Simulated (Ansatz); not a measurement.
S (R-3) from a database structure at its r2SCAN+rVV10 geometry, in Ansatz. One PBE run serves as the base. The settings are then varied one at a time, some on purpose to values that make no sense. Doubtful ones may also carry a cap on iterations. All numbers are computed, and spin polarisation is off unless an edit sets a moment.

Base input:
```yaml
crystal:
  lattice:
    - [5.3612126841, 3.0952975863, 1.3949463274]
    - [-5.3612126841, 3.0952975863, 1.3949463274]
    - [0.0, -6.1905951727, 1.3949463273]
  atoms:
    - { symbol: S, position: [0.2551978009, 0.1485570038, 0.9142443505] }
    - { symbol: S, position: [0.9142443505, 0.2551978009, 0.1485570038] }
    - { symbol: S, position: [0.1485570038, 0.9142443505, 0.2551978009] }
    - { symbol: S, position: [0.7448021991, 0.8514429962, 0.0857556495] }
    - { symbol: S, position: [0.0857556495, 0.7448021991, 0.8514429962] }
    - { symbol: S, position: [0.8514429962, 0.0857556495, 0.7448021991] }
kpoints:
  mp_grid: { grid: [4, 4, 4] }
hamiltonian:
  xc: pbe
scf:
  occupations: { method: fixed }
  n_extra_bands: 5
output:
  forces: true
  stress: true
  eigenvalues: true
  write_density: true
  write_potential: true
  elf: true
  volumetric_format: npy
```

Base results:
```
Basis set: ecut = 420 eV, 2717 PW (Γ)
Symmetry: 6 space group operations
Space group: R-3 (ITA 148)
k-points: 14 of 64
SCF converged after 6 iterations
Free energy (F): -5411.767046 eV
Fermi energy:    4.183099 eV
--- Forces (eV/Å), atoms counted from 1 ---
  atom   1  S       0.05310      0.12954      0.12265
  atom   2  S     -0.13873    -0.01878      0.12265
  atom   3  S       0.08563    -0.11075      0.12265
  atom   4  S     -0.05310    -0.12954    -0.12265
  atom   5  S       0.13873      0.01878    -0.12265
  atom   6  S     -0.08563      0.11075    -0.12265
--- Stress (GPa, compression-positive) ---
        2.379567       0.000000       0.000000
        0.000000       2.379567       0.000000
        0.000000       0.000000       2.339668
  P = ⅓ Tr σ = 2.3663 GPa (23.663 kbar)
```
The gap over this mesh is 1.890 eV.

Command: `ansatz run input.yaml --threads 4 --pin off --max-ram 4608MiB --backend cpu --events-out ev --progress --plain --runs-dir out`. It took 4.3 s on 4 threads of Intel(R) Xeon(R) Processor @ 2.50GHz (Skylake/Cascade Lake), on a shared host; peak host memory 0.46 GiB.

Task: The input is altered as follows. How does the run end?
```yaml
crystal:
  symmetry: { detect: false }
```

Result: It converges in 6 iterations, as the base does, on 36 k points in place of 14. The result is the base's, as it should be for a key that only affects how the solution is found.

Task: These lines are set or replaced. What follows?
```yaml
scf:
  occupations: { method: methfessel_paxton, width: 0.05 }
```

Result: Energy, stress and gap stay within 1 meV an atom, 0.1 GPa and 0.005 eV of the base. The width is small against the gap, so it doesn't matter.

One of the further runs printed
```
SCF converged after 6 iterations
Free energy (F): -5410.768437 eV
Internal energy: -5412.150695 eV  (E = F + TS)
E sigma→0 (E₀):  -5411.229190 eV
Entropy (-TS):   1.382258 eV (230.376 meV/atom)
Fermi energy:    4.525426 eV
--- Forces (eV/Å), atoms counted from 1 ---
  atom   1  S       0.07176      0.18203    -0.16203
  atom   2  S     -0.19352    -0.02887    -0.16203
  atom   3  S       0.12176    -0.15316    -0.16203
  atom   4  S     -0.07176    -0.18203      0.16203
  atom   5  S       0.19352      0.02887      0.16203
  atom   6  S     -0.12176      0.15316      0.16203
--- Stress (GPa, compression-positive) ---
        2.493685       0.000000       0.000000
        0.000000       2.493685       0.000000
        0.000000       0.000000       0.546161
  P = ⅓ Tr σ = 1.8445 GPa (18.445 kbar)
```

Task: Which setting had been changed?
A. scf.occupations: cold 1.5
B. scf.n_extra_bands: 0
C. accuracy: high
D. scf.n_extra_bands: 1

Result: A. The free energy moves by +166 meV an atom, the mean stress by -0.52 GPa (single components by up to 1.8) and the gap on the mesh by +0.028 eV (to 1.918). The term −TS is +230 meV an atom, of a sign that arises since this scheme's broadening is partly negative. A width of 1.5 eV moves electrons across a gap of 1.89 eV: this is no longer the ground state.

Task: What happens with this change?
```yaml
scf:
  occupations: { method: cold, width: 0.2 }
```

Result: Energy, stress and gap stay within 1 meV an atom, 0.1 GPa and 0.005 eV of the base.

Task: These lines are set or replaced. What follows?
```yaml
hamiltonian:
  xc: mr2scan
```

Result: The cutoff follows the functional, from 420 to 500 eV. The mean stress moves by -1.65 GPa and the gap on the mesh by +0.282 eV (to 2.172). It's another functional on the same cell, so totals aren't comparable.
```
Basis set: ecut = 500 eV, 3509 PW (Γ)
SCF converged after 6 iterations
Free energy (F): -5434.549852 eV
Fermi energy:    3.952922 eV
--- Forces (eV/Å), atoms counted from 1 ---
  atom   1  S     -0.01245    -0.04543    -0.03765
  atom   2  S       0.04556      0.01193    -0.03765
  atom   3  S     -0.03311      0.03349    -0.03765
  atom   4  S       0.01245      0.04543      0.03765
  atom   5  S     -0.04556    -0.01193      0.03765
  atom   6  S       0.03311    -0.03349      0.03765
--- Stress (GPa, compression-positive) ---
        0.646451       0.000000       0.000000
        0.000000       0.646451       0.000000
        0.000000       0.000000       0.847100
  P = ⅓ Tr σ = 0.7133 GPa (7.133 kbar)
--- Band table (eV; the first three rows and the last of 14) ---
  k-point 0: bands = […, 0.8082, 2.6218, 2.8342, 2.8342, 2.9760, 2.9760, 6.3879, 6.3879, 7.5398, 7.5398, …]
  k-point 1: bands = […, 0.6508, 2.3524, 2.6869, 3.0548, 3.1428, 3.3866, 6.4271, 6.5100, 7.1793, 7.9051, …]
  k-point 2: bands = […, 0.3643, 2.1989, 2.4711, 2.7040, 3.1095, 3.7175, 6.5007, 6.8915, 7.0977, 7.9655, …]
  k-point 13: bands = […, 0.0200, 2.1073, 2.1073, 2.5455, 2.5455, 3.9529, 6.1800, 6.1800, 6.8826, 8.1902, …]
```

Task: These lines are set or replaced. What follows?
```yaml
scf:
  mixing: { preconditioner: none }
```

Result: It converges in 6 iterations, as the base does. This key steers the way to the solution, not the solution: the results stay as they were.
